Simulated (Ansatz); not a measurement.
# CdTe: pressure up to the limit of the methods, part 3 of 3

Aim: compress CdTe (rocksalt type) step by step, far beyond the usual range, and follow pressure and electronic structure. The runs shown use PAW. Its runs: cell relaxed at zero pressure (PAW); volume scaled by 1 (PAW); volume scaled by 0.95 (PAW); volume scaled by 0.85 (PAW); volume scaled by 0.75 (PAW); volume scaled by 0.65 (PAW); volume scaled by 0.55 (PAW); volume scaled by 0.45 (PAW); volume scaled by 0.4 (PAW and PAW (core large)).

Ansatz 0.2.0; DFT r²SCAN; a cell built from a prototype (rocksalt type), not taken from measurement. Earlier steps stand in the parts before.

**12. Volume scaled by 0.4, PAW (core large)**

input.yaml reads:

```yaml
crystal:
  lattice:
    - [0.0, 2.2410600432, 2.2410600432]
    - [2.2410600432, 0.0, 2.2410600432]
    - [2.2410600432, 2.2410600432, 0.0]
  atoms:
    - { symbol: Cd, position: [0.0, 0.0, 0.0] }
    - { symbol: Te, position: [0.5, 0.5, 0.5] }
kpoints:
  mp_grid: { grid: [13, 13, 13] }
scf:
  occupations: { method: fermi_dirac, width: 0.08 }
hamiltonian:
  xc: r2scan
  pseudopotentials: { kind: paw, core: large }
output:
  forces: true
  stress: true
  eigenvalues: true
  write_density: true
  write_potential: true
  elf: true
  volumetric_format: npy
```

Run with:

```sh
$ ansatz run input.yaml --threads 1 --pin off --max-ram 2048MiB --backend cpu --events-out ev --progress --plain --runs-dir out
```

Output:

```text
Engine: ansatz 0.2.0
Pseudopotentials: kind: paw
Pseudopotential: Cd, paw, valence charge 20, recommended cutoff 500 eV (meta_gga)
Pseudopotential: Te, paw, valence charge 6, recommended cutoff 500 eV (meta_gga)#standard-large-core
Functional definition: r2SCAN
  parameter k0 = 0.174
  parameter k1 = 0.065
  parameter a1 = 4.9479
  exchange = r2scan_x(k0 = k0, k1 = k1, a1 = a1)
  correlation = r2scan_c
Crystal: 2 atoms, lattice volume = 22.511 Å³
Basis set: ecut = 500 eV, 537 PW (Γ), exchange–correlation on 96×96×96 points (64 copies of the dense FFT grid, shifted against one another)
Bands: 17, of which v1, the nominal top of the filled ones, is band 13 counted from 1 (12 counted from 0)
Symmetry: 48 space group operations
Space group: Fm-3m (ITA 225), of the structure as read, at distance tolerance 2.8e-5 Å
k-points: 84 of 2197
Non-local potential: Cd, projectors of the file, l = 0: 3, l = 1: 2, l = 2: 2, l = 3: 1
Non-local potential: Te, projectors of the file, l = 0: 2, l = 1: 2, l = 2: 2, l = 3: 1
PAW form: soft (Blöchl's): semilocal exchange-correlation on the pseudo side does not see the compensation charge
PAW frozen core: Cd, regenerated for the run's functional (the file was generated under x = pbe(κ = 0.804, μ = 0.2195149727645171), c = pbe(β = 0.06672455060314922))
PAW frozen core: Te, regenerated for the run's functional (the file was generated under x = pbe(κ = 0.804, μ = 0.2195149727645171), c = pbe(β = 0.06672455060314922))
PAW one-centre angular grid: Cd, 590 points (default); XC on 160 Gauss nodes
PAW one-centre angular grid: Te, 302 points (default); XC on 253 of its mesh's 2795 points in the sphere
Initial density: superposition of atomic densities (chi_scale 0.1, normalization cell, long waves kept (reshape's long-wave potential 0.00 eV rms))
Initial wavefunctions: pseudopotential atomic-orbital guess
Functional: x = r2scan, c = r2scan; τ floored in thin density (d = 2e-4 eV/Å³)
iter 1 solved again at ethr=2.76e-3 eV; its pass at ethr=3.10e-3 eV (dr2=7.18e-1 eV) is discarded
SCF iter   1: F=—  HF=-13209.766812 eV  |F-HF|=—  |Δ(HF+E_count)|=         —  Δρ=5.70e-2  dr2=7.23e-1  dr2_τ=1.53e-1  ethr=2.76e-3  ⟨swp⟩=1.0  Hψ=10127  notcnv=0
preconditioner: auto → none  [metal: Δε(μ)=0.051 eV  Ē_g=18.478 eV  σ=0.080 eV  W_gap=0.16  n_scr=8 (ndim 8)  ℏωp=33.2 eV  f_vac=0.000  D(μ)=0.31/eV (n_scr^D=0)  sad-step TF]
SCF iter   2: F=—  HF=-13209.735000 eV  |F-HF|=—  |Δ(HF+E_count)|=   3.18e-2  Δρ=3.08e-2  dr2=1.91e-1  dr2_τ=3.65e-3  ethr=2.76e-3  ⟨swp⟩=2.9  Hψ=2407  notcnv=0
SCF iter   3: F=—  HF=-13209.714058 eV  |F-HF|=—  |Δ(HF+E_count)|=   2.09e-2  Δρ=5.88e-3  dr2=5.39e-3  dr2_τ=5.44e-4  ethr=7.35e-4  ⟨swp⟩=3.0  Hψ=2907  notcnv=0
SCF iter   4: F=—  HF=-13209.715956 eV  |F-HF|=—  |Δ(HF+E_count)|=   1.90e-3  Δρ=2.28e-3  dr2=7.60e-4  dr2_τ=4.67e-5  ethr=2.07e-5  ⟨swp⟩=2.0  Hψ=2868  notcnv=0
SCF iter   5: F=—  HF=-13209.715896 eV  |F-HF|=—  |Δ(HF+E_count)|=   6.00e-5  Δρ=5.39e-4  dr2=3.33e-5  dr2_τ=1.22e-6  ethr=2.92e-6  ⟨swp⟩=2.1  Hψ=2153  notcnv=0
SCF iter   6: F=—  HF=-13209.715925 eV  |F-HF|=—  |Δ(HF+E_count)|=   2.89e-5  Δρ=1.48e-4  dr2=2.56e-6  dr2_τ=3.97e-8  ethr=1.28e-7  ⟨swp⟩=2.5  Hψ=2392  notcnv=0
SCF iter   7: F=-13209.715926 eV  HF=-13209.715926 eV  |F-HF|=4.42e-9  |Δ(HF+E_count)|=   1.01e-6  Δρ=2.10e-5  dr2=5.59e-8  dr2_τ=2.20e-9  ethr=3.85e-10  ⟨swp⟩=7.9  Hψ=10459  notcnv=0
SCF 1 converged in 7 iterations: F = -13209.715926 eV  dr2 = 5.59e-8
SCF converged after 7 iterations
Free energy (F): -13209.715926 eV
Harris-Foulkes:  -13209.715926 eV  (|F-HF|=4.42e-9)
Internal energy: -13209.708451 eV  (E = F + TS)
E sigma→0 (E₀):  -13209.712189 eV
Entropy (-TS):   -0.007476 eV (-3.738 meV/atom)
Fermi energy:    31.883367 eV
--- Per-component energies (eV) ---
  E_band       = -69.130312
  E_kinetic    = 629.892505
  E_local      = -2492.867985  (includes V_loc(G=0)·N_el)
  E_nonlocal   = 82.677720
  E_hartree    = 1307.361590
  E_xc         = -532.168583
  E_vxc        = -367.323998  (∫ρ·V_xc dr)
  E_paw        = -8572.803304  (= ΣΔE_a)
  E_vpaw       = -559.023319  (= ΣTr[D̂ρ^β])
  E_aug_tail   = 0.000005  (compensation charges beyond the density's cutoff)
  E_vtau       = 22.804966  (kinetic-family band-sum trace: ∫τ·v_τ [+ j·A + Jᵃ·Aᵃ] dr)
  E_ewald      = -3631.196048
  E_core_change = -0.604351  (= ΣΔE_core)
  E_smearing   = -0.007476  (= −TS)
  E_closure    = 0.000000  (closes the sum)
  Σ components = -13209.715926   (vs F -13209.715926, Δ=0.00e0)
--- Forces (eV/Å), atoms counted from 1 ---
  atom   1  Cd    -0.00000000     0.00000000    -0.00000000
  atom   2  Te     0.00000000     0.00000000     0.00000000
  max |Σ_I F_I| component: 1.71e-30 eV/Å
--- Stress (GPa, compression-positive) ---
      435.358483      -0.000000       0.000000
       -0.000000     435.358483      -0.000000
       -0.000000      -0.000000     435.358483
  P = ⅓ Tr σ = 435.3585 GPa (4353.585 kbar)
--- Band table (eV; the first three rows and the last of 84) ---
  k-point 0: bands = ["-79.6707", "-39.9361", "-39.9361", "-39.9361", "7.6455", "15.6729", "15.6729", "15.6729", "15.9034", "15.9034", "29.1866", "29.1866", "29.1866", "34.1378", "39.2803", "39.2803", "39.2803"]
  k-point 1: bands = ["-79.6705", "-39.9387", "-39.9340", "-39.9340", "7.8029", "15.6182", "15.6759", "15.6759", "15.8365", "15.8365", "28.4364", "29.3522", "29.3522", "34.0970", "38.9537", "39.0710", "39.0710"]
  k-point 2: bands = ["-79.6699", "-39.9460", "-39.9283", "-39.9283", "8.2699", "15.4614", "15.4737", "15.4737", "15.8752", "15.8752", "26.6231", "29.8022", "29.8022", "34.0327", "38.2051", "38.2051", "38.3570"]
  k-point 83: bands = ["-79.6469", "-39.9666", "-39.9640", "-39.9264", "11.4242", "14.8367", "15.0381", "15.1858", "16.8802", "19.8550", "21.2466", "22.0472", "22.8147", "36.9615", "37.3163", "37.5614", "39.7530"]
```

It took 5.9 s on 1 thread of Arm Neoverse V1, shared host; peak memory 0.38 GiB.

Result: pressure 435.36 GPa; no gap.

The fields are shown in the conventional cell of this run's space group, carried over from its grid by interpolation.

Density in a lattice plane of the grid's cell (edges 4.48 and 4.48 Å, at 0.000 of the third edge), which holds Cd and Te.

Values in e/Å³, 12 rows by 12 columns:
```
14.80  8.17  1.85  0.71  0.64  0.35  0.26  0.35  0.64  0.71  1.85  8.18
 3.13  1.85  0.69  0.47  0.58  0.64  0.61  0.64  0.58  0.47  0.69  1.85
 0.86  0.71  0.47  0.37  0.47  0.71  0.86  0.71  0.47  0.37  0.47  0.71
 0.61  0.64  0.58  0.47  0.69  1.85  3.13  1.85  0.69  0.47  0.58  0.64
 0.26  0.35  0.64  0.71  1.85  8.17 14.80  8.18  1.85  0.71  0.64  0.35
 0.20  0.26  0.61  0.86  3.13 14.80 26.62 14.80  3.13  0.86  0.61  0.26
 0.26  0.35  0.64  0.71  1.85  8.18 14.80  8.17  1.85  0.71  0.64  0.35
 0.61  0.64  0.58  0.47  0.69  1.85  3.13  1.85  0.69  0.47  0.58  0.64
 0.86  0.71  0.47  0.37  0.47  0.71  0.86  0.71  0.47  0.37  0.47  0.71
 3.13  1.85  0.69  0.47  0.58  0.64  0.61  0.64  0.58  0.47  0.69  1.85
14.80  8.18  1.85  0.71  0.64  0.35  0.26  0.35  0.64  0.71  1.85  8.17
26.62 14.80  3.13  0.86  0.61  0.26  0.20  0.26  0.61  0.86  3.13 14.80
```
Columns run along the first of these edges and rows up along the second, over one cell in 12 and 12 even steps from the bottom left corner. Atoms in the plane (fractional): Cd at (0.00, 0.00), Cd at (0.50, 0.50), Te at (0.00, 0.50), Te at (0.50, 0.00).

ELF in the same plane.

Values, 12 rows by 12 columns:
```
0.70 0.54 0.31 0.44 0.58 0.16 0.22 0.16 0.58 0.44 0.31 0.54
0.37 0.31 0.24 0.39 0.63 0.58 0.45 0.58 0.63 0.39 0.24 0.31
0.43 0.44 0.39 0.30 0.39 0.44 0.43 0.44 0.39 0.30 0.39 0.44
0.45 0.58 0.63 0.39 0.24 0.31 0.37 0.31 0.24 0.39 0.63 0.58
0.22 0.16 0.58 0.44 0.31 0.54 0.70 0.54 0.31 0.44 0.58 0.16
0.47 0.22 0.45 0.43 0.37 0.70 0.92 0.70 0.37 0.43 0.45 0.22
0.22 0.16 0.58 0.44 0.31 0.54 0.70 0.54 0.31 0.44 0.58 0.16
0.45 0.58 0.63 0.39 0.24 0.31 0.37 0.31 0.24 0.39 0.63 0.58
0.43 0.44 0.39 0.30 0.39 0.44 0.43 0.44 0.39 0.30 0.39 0.44
0.37 0.31 0.24 0.39 0.63 0.58 0.45 0.58 0.63 0.39 0.24 0.31
0.70 0.54 0.31 0.44 0.58 0.16 0.22 0.16 0.58 0.44 0.31 0.54
0.92 0.70 0.37 0.43 0.45 0.22 0.47 0.22 0.45 0.43 0.37 0.70
```
Columns run along the first of these edges and rows up along the second, over one cell in 12 and 12 even steps from the bottom left corner. Atoms in the plane (fractional): Cd at (0.00, 0.00), Cd at (0.50, 0.50), Te at (0.00, 0.50), Te at (0.50, 0.00).

Both are smooth fields of the valence electrons: close to the nuclei they are not physical.

Outside the cores ELF peaks at 0.69 beside Te, off the lines to its neighbours, 1.0 Å from Te.

**13. Side by side**

```
          method  volume over the first  volume (Å³/atom)  pressure (GPa)  SCF cycles, all passes
             PAW                      1            28.138            0.00                       7
             PAW                   0.95            26.732            3.08                       7
             PAW                   0.85            23.918           12.75                       6
             PAW                   0.75            21.104           30.40                       7
             PAW                   0.65            18.290           63.93                       7
             PAW                   0.55            15.476          132.15                       7
             PAW                   0.45            12.662          284.74                       8
             PAW                    0.4            11.255          431.37                       7
PAW (core large)                    0.4            11.255          435.36                       7
```

**14. Outcome**

The summary covers parts 1 to 3.

| quantity | value |
| --- | --- |
| PAW pressure at 0.4 of the volume | 431.4 GPa |
| PAW (core large) pressure at 0.4 of the volume | 435.4 GPa |
| fitted bulk modulus at zero pressure (PAW) | 55 GPa |
| its pressure derivative | 4.56 |

**Reading.** At 0.4 of the starting volume PAW gives 431 GPa. One third-order Birch-Murnaghan curve follows these points (B₀ = 55 GPa, B′ = 4.56, misfit at most 1.32 GPa). A fit over so wide a range leans to the high pressures, so B₀ can be off by several per cent. No all-electron run checks these rows here, and frozen cores can fail under such compression. The ions are at rest, and the electrons smeared by 0.08 eV. Spin-orbit coupling is left out, though the cell holds Te; in elements this heavy it can shift bands and gaps by tenths of an eV.
